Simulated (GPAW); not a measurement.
# InAs (Fm-3m) in GPAW: convergence with density grid spacing (A)

Aim: find how far density grid spacing (A) must go before the results for InAs settle, at PBE. This setting moves, with any that are tied to it; all else stays.

Everything below comes from runs of GPAW 26.7.0. Logs are shortened: lines on timing, memory, paths and dates and some standing lists are left out, and cuts for length are marked. The log counts tension as positive stress, the text compression.

## 1. The crystal as given

Symmetry: Fm-3m, No. 225, cubic system. The conventional cell has a = 5.755 Å, b = 5.755 Å, c = 5.755 Å, α = 90.00°, β = 90.00°, γ = 90.00°. In (site symmetry m-3m) has 6 As at 2.88 Å as nearest neighbours. As (site symmetry m-3m) has 6 In at 2.88 Å as nearest neighbours.

Measurements of this composition are mostly on another form, of space group No. 216.

## 2. With density grid spacing (A) 0.24

The input, run.py:

```python
from ase.dft.bandgap import bandgap
from ase.io import read, write
from ase.units import GPa
from gpaw import GPAW, PW

atoms = read('POSCAR')

calc = GPAW(mode=PW(600),
            h=0.24,
            xc='PBE',
            kpts={'size': (8, 8, 8), 'gamma': True},
            occupations={'name': 'fermi-dirac', 'width': 0.05},
            nbands=18,
            convergence={'density': 1e-05, 'energy': 1e-05},
            maxiter=100,
            txt='gpaw.txt')
atoms.calc = calc
energy = atoms.get_potential_energy()
forces = atoms.get_forces()
stress = atoms.get_stress()
calc.write('gs.gpw')
write('result.traj', atoms)
print(f'Energy: {energy:.6f} eV')
print('Forces (eV/A):')
print(forces.round(4))
print('Stress (GPa):', (stress / GPa).round(3))
print('Fermi level:', round(calc.get_fermi_level(), 4), 'eV')
print(f'Gap: {bandgap(calc)[0]:.4f} eV, direct: {bandgap(calc, direct=True)[0]:.4f} eV')
```

The input, POSCAR:

```
InAs
1.0
    0.0000000000      2.8773040000      2.8773040000
    2.8773040000      0.0000000000      2.8773040000
    2.8773040000      2.8773040000      0.0000000000
In As
1 1
Direct
    0.5000000000      0.5000000000      0.5000000000
    0.0000000000      0.0000000000      0.0000000000
```

Potentials or basis: GPAW PAW data sets (gpaw-data 1.2.1), pw.

Launch:

```bash
$ OMP_NUM_THREADS=1 python run.py
```

gpaw.txt:

```text
__  _  _
 | _ |_)|_||  |
 |__||  | ||/\| - 26.7.0

Input parameters:
  mode=PW(ecut=600.0),
  convergence={'density': 1e-05, 'energy': 1e-05},
  h=0.24,
  kpts=MonkhorstPack(size=(8, 8, 8), gamma=True),
  maxiter=100,
  nbands=18,
  occupations=Occupations(name='fermi-dirac', width=0.05),
  xc=XC(name='PBE')

Diagonalizing LCAO Hamiltonian
Converting LCAO to pw mode

                In

       As

Atoms  # Å, Bohr magnetons
|   | symbol |        x |        y |        z |    initial magnetic moments |
|---|--------|----------|----------|----------|-----------------------------|
| 0 |     In | 2.877304 | 2.877304 | 2.877304 | ( 0.0000,  0.0000,  0.0000) |
| 1 |     As | 0.000000 | 0.000000 | 0.000000 | ( 0.0000,  0.0000,  0.0000) |

Unit cell  # Å
| periodic |        x |        y |        z |  lengths |    angles |
|----------|----------|----------|----------|----------|-----------|
|      yes | 0.000000 | 2.877304 | 2.877304 | 4.069122 | 60.000000 |
|      yes | 2.877304 | 0.000000 | 2.877304 | 4.069122 | 60.000000 |
|      yes | 2.877304 | 2.877304 | 0.000000 | 4.069122 | 60.000000 |

Number of symmetries: 48
Symmetry operations  # r_c * U_cc + t_c -> r_c
|    | kind |            matrix            |
|----|------|------------------------------|
|  0 |  σ   |  1, 0, 0,  1, 0,-1,  1,-1, 0 |
|  1 |  C2  |  1, 0, 0,  1,-1, 0,  1, 0,-1 |
|  2 |  E   |  1, 0, 0,  0, 1, 0,  0, 0, 1 |
|  3 |  σ   |  1, 0, 0,  0, 0, 1,  0, 1, 0 |
|  4 |  C4  |  1, 0,-1,  1, 0, 0,  1,-1, 0 |
|  5 |  S6  |  1, 0,-1,  1,-1, 0,  1, 0, 0 |
|  6 |  σ   |  1, 0,-1,  0, 1,-1,  0, 0,-1 |
|  7 |  C3  |  1, 0,-1,  0, 0,-1,  0, 1,-1 |
|  8 |  S6  |  1,-1, 0,  1, 0, 0,  1, 0,-1 |
|  9 |  C4  |  1,-1, 0,  1, 0,-1,  1, 0, 0 |
| 10 |  C3  |  1,-1, 0,  0,-1, 1,  0,-1, 0 |
| 11 |  σ   |  1,-1, 0,  0,-1, 0,  0,-1, 1 |
| 12 |  σ   |  0, 1, 0,  1, 0, 0,  0, 0, 1 |
| 13 |  C4  |  0, 1, 0,  0, 1,-1, -1, 1, 0 |
| 14 |  C3  |  0, 1, 0,  0, 0, 1,  1, 0, 0 |
| 15 |  S6  |  0, 1, 0, -1, 1, 0,  0, 1,-1 |
| 16 |  C2  |  0, 1,-1,  1, 0,-1,  0, 0,-1 |
| 17 |  σ   |  0, 1,-1,  0, 1, 0, -1, 1, 0 |
| 18 |  S4  |  0, 1,-1,  0, 0,-1,  1, 0,-1 |
| 19 |  C4  |  0, 1,-1, -1, 1, 0,  0, 1, 0 |
| 20 |  C3  |  0, 0, 1,  1, 0, 0,  0, 1, 0 |
| 21 |  σ   |  0, 0, 1,  0, 1, 0,  1, 0, 0 |
| 22 |  S6  |  0, 0, 1,  0,-1, 1, -1, 0, 1 |
| 23 |  C4  |  0, 0, 1, -1, 0, 1,  0,-1, 1 |
| 24 |  S4  |  0, 0,-1,  1, 0,-1,  0, 1,-1 |
| 25 |  C3  |  0, 0,-1,  0, 1,-1,  1, 0,-1 |
| 26 |  C2  |  0, 0,-1,  0,-1, 0, -1, 0, 0 |
| 27 |  S6  |  0, 0,-1, -1, 0, 0,  0,-1, 0 |
| 28 |  S4  |  0,-1, 1,  1,-1, 0,  0,-1, 0 |
| 29 |  C4  |  0,-1, 1,  0, 0, 1, -1, 0, 1 |
| 30 |  C2  |  0,-1, 1,  0,-1, 0,  1,-1, 0 |
| 31 |  σ   |  0,-1, 1, -1, 0, 1,  0, 0, 1 |
| 32 |  C3  |  0,-1, 0,  1,-1, 0,  0,-1, 1 |
| 33 |  S6  |  0,-1, 0,  0, 0,-1, -1, 0, 0 |
| 34 |  S4  |  0,-1, 0,  0,-1, 1,  1,-1, 0 |
| 35 |  C2  |  0,-1, 0, -1, 0, 0,  0, 0,-1 |
| 36 |  C2  | -1, 1, 0,  0, 1, 0,  0, 1,-1 |
| 37 |  S6  | -1, 1, 0,  0, 1,-1,  0, 1, 0 |
| 38 |  S4  | -1, 1, 0, -1, 0, 1, -1, 0, 0 |
| 39 |  C3  | -1, 1, 0, -1, 0, 0, -1, 0, 1 |
| 40 |  S6  | -1, 0, 1,  0, 0, 1,  0,-1, 1 |
| 41 |  C2  | -1, 0, 1,  0,-1, 1,  0, 0, 1 |
| 42 |  C3  | -1, 0, 1, -1, 1, 0, -1, 0, 0 |
| 43 |  S4  | -1, 0, 1, -1, 0, 0, -1, 1, 0 |
| 44 |  C2  | -1, 0, 0,  0, 0,-1,  0,-1, 0 |
| 45 |  i   | -1, 0, 0,  0,-1, 0,  0, 0,-1 |
| 46 |  σ   | -1, 0, 0, -1, 1, 0, -1, 0, 1 |
| 47 |  C2  | -1, 0, 0, -1, 0, 1, -1, 1, 0 |

BZ-sampling:
  Number of BZ points: 512
  Number of IBZ points: 29

  Monkhorst-Pack size: [8, 8, 8]
  Monkhorst-Pack shift: [0.0625, 0.0625, 0.0625]

K-points  # in reciprocal-cell coordinates
|     |                                coordinates |     weight |
|-----|--------------------------------------------|------------|
|   0 | (  0.00000000,   0.00000000,   0.00000000) | 0.00195312 |
|   1 | (  0.12500000,   0.12500000,   0.00000000) | 0.01171875 |
|   2 | (  0.12500000,   0.12500000,   0.12500000) | 0.01562500 |
|   3 | (  0.25000000,   0.12500000,   0.12500000) | 0.02343750 |
|   4 | (  0.25000000,   0.25000000,   0.00000000) | 0.01171875 |
|   5 | (  0.25000000,   0.25000000,   0.12500000) | 0.04687500 |
|   6 | (  0.25000000,   0.25000000,   0.25000000) | 0.01562500 |
|   7 | (  0.37500000,   0.25000000,  -0.37500000) | 0.04687500 |
|   8 | (  0.37500000,   0.25000000,   0.12500000) | 0.04687500 |
|   9 | (  0.37500000,   0.25000000,   0.25000000) | 0.04687500 |
| ... |                                            |            |
|  28 | (  0.50000000,   0.50000000,   0.50000000) | 0.00781250 |

Plane wave coefficients: 1639
Cutoff: 600.0 eV

Spin-components: 1 (collinear spins)
Bands:           18
Projectors:      11
Spin-degeneracy: 2
Datatype:        complex128

Parallelization:
  kpt:    1
  domain: 1
  band:   1

Density:
  Valence electrons: 18.0
  Components: 1
  Grid points: [18 18 18]
  Charge: 0.0  # |e|

Potential:
  Grid points: [18 18 18]

species:
  In:
    name:    Indium
    Z:       49.0
    valence: 13
    core:    36
    charge:  0.0  # [|e|]
    compensation charges:
      type: gauss
      rc: 0.36  # [Å]
      lmax: 2
    cutoffs:
      filter: 2.09  # [Å]
      core: 2.48  # [Å]
    projectors
    | kind |    occ | energy [eV] | rcut [Å] |
    |------|--------|-------------|----------|
    |   5s |  2.000 |      -8.203 |    1.185 |
    |   5p |  1.000 |      -2.521 |    1.244 |
    |   4d | 10.000 |     -18.629 |    1.148 |
    |    s |        |      19.008 |    1.185 |
    |    p |        |      24.691 |    1.244 |
    |    d |        |       8.583 |    1.148 |

    Using partial waves for In as LCAO basis

  As:
    name:    Arsenic
    Z:       33.0
    valence: 5
    core:    28
    charge:  0.0  # [|e|]
    compensation charges:
      type: gauss
      rc: 0.33  # [Å]
      lmax: 2
    cutoffs:
      filter: 1.87  # [Å]
      core: 2.96  # [Å]
    projectors
    | kind |    occ | energy [eV] | rcut [Å] |
    |------|--------|-------------|----------|
    |   4s |  2.000 |     -14.487 |    1.058 |
    |   4p |  3.000 |      -5.196 |    1.058 |
    |    s |        |      12.725 |    1.058 |
    |    p |        |      22.016 |    1.058 |
    |    d |        |       0.000 |    1.058 |

    Using partial waves for As as LCAO basis

Reference energy: -221478.393260  # eV

eigensolver:
  PPCG
  Converge bands: occupied
  niter=2

density mixing:
  MSR1-Mixer
  Pratt-step length: 0.05
  Maximum mixing coefficient: 0.75
  Old densities: 10
  SVD Regularization: 0.005
  Good broyden scale: 1.0
  Trust region scale: 1.0
  Backstep threshold: 4.0
  History deletion threshold: 6.0
  Fourier metric: weight=20.0, sigma=0.015

occupation numbers:
  Fermi-Dirac:
    width: 0.0500  # eV

poisson solver:
  ecut: 4800.0  # eV

xc functional:
  name: PBE with 2 nearest neighbor stencil

convergence criteria:
- Maximum integral of absolute [dens]ity change: 1e-05 electrons / valence electron
- Maximum [total energy] change in last 3 cyles: 1e-05 eV / valence electron
- Maximum integral of absolute [eigenst]ate change: 4e-08 eV^2 / valence electron
maximum number of iterations: 100

SCF iterations
|iter     | |      energy | eigst |  dens |
|---------|-|-------------|-------|-------|
|iter:   1| |   -7.691615 | -0.44 |       |
|iter:   2| |   -7.654332 | -2.57 | -1.28 |
|iter:   3| |   -7.538300 | -2.10 | -1.32 |
|iter:   4| |   -7.539597 | -3.61 | -1.90 |
|iter:   5| |   -7.539982 | -4.08 | -2.31 |
|iter:   6| |   -7.539999 | -5.78 | -3.20 |
|iter:   7| |   -7.539994c| -7.08 | -3.82 |
|iter:   8| |   -7.539994c| -7.84c| -4.80 |
|iter:   9| |   -7.539994c| -8.37c| -5.24c|

Converged in 9 steps
Energy contributions relative to reference atoms: (reference = -221478.393260)

Energy contributions:
  Kinetic:          19.494026
  Coulomb:         -18.048432
  Zero:              0.122409
  External:          0.000000
  Xc:               -9.102379
  Entropy:          -0.011237
  Spinorbit:         0.000000
  ----------------------------
  Free energy:      -7.545612
  Extrapolated:     -7.539994

dipole moment: (-19.106288, -19.106288, -19.106288)  # |e|*Ang

Fermi level: 6.324
Eigenvalues  # (at kpt = [0.000, 0.000, 0.000])
| band index |      eig [eV] | occ [0-2] |
|------------|---------------|-----------|
|          0 |        -7.892 |     2.000 |
|        ... |               |           |
|          2 |        -7.870 |     2.000 |
|          3 |        -7.870 |     2.000 |
|          4 |        -7.870 |     2.000 |
|          5 |        -5.781 |     2.000 |
|          6 |         5.664 |     2.000 |
|          7 |         6.104 |     1.976 |
[... 8 lines left out ...]
|         16 |        15.174 |     0.000 |
|         17 |        16.553 |     0.000 |

No gap
No difference between direct/indirect transitions

Forces  # eV/Ang
|        x |        y |        z |
|----------|----------|----------|
|  0.00000 | -0.00000 |  0.00000 |  # In   0
| -0.00000 |  0.00000 | -0.00000 |  # As   1

Stress tensor  # eV/Ang^3
|         x |         y |         z |
|-----------|-----------|-----------|
|  0.001852 | -0.000000 | -0.000000 |
| -0.000000 |  0.001852 | -0.000000 |
| -0.000000 | -0.000000 |  0.001852 |

# Writing to gs.gpw (mode='')
```

It took 12 s on 1 thread of Arm Neoverse V1, shared host; peak memory 0.15 GiB.

What came out:

| Item | Value |
| --- | --- |
| Free energy | -7.5456 eV |
| Pressure | -0.3 GPa |
| Band gap on the k mesh | none (metal or under the smearing width) |

## 3. With density grid spacing (A) 0.2

Changes to run.py since step 2:

```diff
@@ -8,3 +8,3 @@
 calc = GPAW(mode=PW(600),
-            h=0.24,
+            h=0.2,
             xc='PBE',
```

POSCAR is that of step 2.

Potentials or basis: GPAW PAW data sets (gpaw-data 1.2.1), pw.

Launch:

```bash
$ OMP_NUM_THREADS=1 python run.py
```

Wall time 15 s (1 thread of Arm Neoverse V1, shared host); peak memory 0.15 GiB.

What came out:

* Free energy: -7.5451 eV
* Pressure: -0.3 GPa
* Band gap on the k mesh: none (metal or under the smearing width)

## 4. With density grid spacing (A) 0.17

Changes to run.py since step 3:

```diff
@@ -8,3 +8,3 @@
 calc = GPAW(mode=PW(600),
-            h=0.2,
+            h=0.17,
             xc='PBE',
```

POSCAR is that of step 3.

Launch:

```bash
$ OMP_NUM_THREADS=1 python run.py
```

Wall time 17 s (1 thread of Arm Neoverse V1, shared host); peak memory 0.16 GiB.

What came out:

- Free energy: -7.5451 eV
- Pressure: -0.3 GPa
- Band gap on the k mesh: none (metal or under the smearing width)

## 5. With density grid spacing (A) 0.15

Changes to run.py since step 4:

```diff
@@ -8,3 +8,3 @@
 calc = GPAW(mode=PW(600),
-            h=0.17,
+            h=0.15,
             xc='PBE',
```

POSCAR is that of step 4.

Launch:

```bash
$ OMP_NUM_THREADS=1 python run.py
```

Run time: 25 s. Hardware: 1 thread of Arm Neoverse V1, shared host; peak memory 0.17 GiB.

Results (log left out):

```yaml
Free_energy: -7.5450 eV
Pressure: -0.3 GPa
Band_gap_on_the_k_mesh: none (metal or under the smearing width)
```

## 6. With density grid spacing (A) 0.13

Changes to run.py since step 5:

```diff
@@ -8,3 +8,3 @@
 calc = GPAW(mode=PW(600),
-            h=0.15,
+            h=0.13,
             xc='PBE',
```

POSCAR is that of step 5.

Potentials or basis: GPAW PAW data sets (gpaw-data 1.2.1), pw.

Launch:

```bash
$ OMP_NUM_THREADS=1 python run.py
```

Run time: 24 s. Hardware: 1 thread of Arm Neoverse V1, shared host; peak memory 0.19 GiB.

It converged, with:

- Free energy: -7.5450 eV
- Pressure: -0.3 GPa
- Band gap on the k mesh: none (metal or under the smearing width)

## 7. With density grid spacing (A) 0.11

Changes to run.py since step 6:

```diff
@@ -8,3 +8,3 @@
 calc = GPAW(mode=PW(600),
-            h=0.13,
+            h=0.11,
             xc='PBE',
```

POSCAR is that of step 6.

Launch:

```bash
$ OMP_NUM_THREADS=1 python run.py
```

Wall time 54 s (1 thread of Arm Neoverse V1, shared host); peak memory 0.23 GiB.

It converged, with:

```
Free energy            : -7.5450 eV
Pressure               : -0.3 GPa
Band gap on the k mesh : none (metal or under the smearing width)
```

## 8. With density grid spacing (A) 0.09

Changes to run.py since step 7:

```diff
@@ -8,3 +8,3 @@
 calc = GPAW(mode=PW(600),
-            h=0.11,
+            h=0.09,
             xc='PBE',
```

POSCAR is that of step 7.

Launch:

```bash
$ OMP_NUM_THREADS=1 python run.py
```

Wall time 1.7 min (1 thread of Arm Neoverse V1, shared host); peak memory 0.31 GiB.

It converged, with:

```
Free energy            : -7.5450 eV
Pressure               : -0.3 GPa
Band gap on the k mesh : none (metal or under the smearing width)
```

## 9. Summary

```tsv
density grid spacing (A)	energy less the tightest run, at zero smearing (meV/atom)	SCF cycles	CPU time (s)	peak memory (GiB)
0.24	-0.29	9	12	0.15
0.2	-0.05	9	15	0.15
0.17	-0.02	9	17	0.16
0.15	-0.01	9	25	0.17
0.13	0.00	9	24	0.19
0.11	0.00	9	54	0.23
0.09	0.00	9	100	0.31
```

Against the tightest run, the energy stays within 1 meV/atom from 0.24 on. The tightest run that finished is the yardstick and may itself not be fully converged.
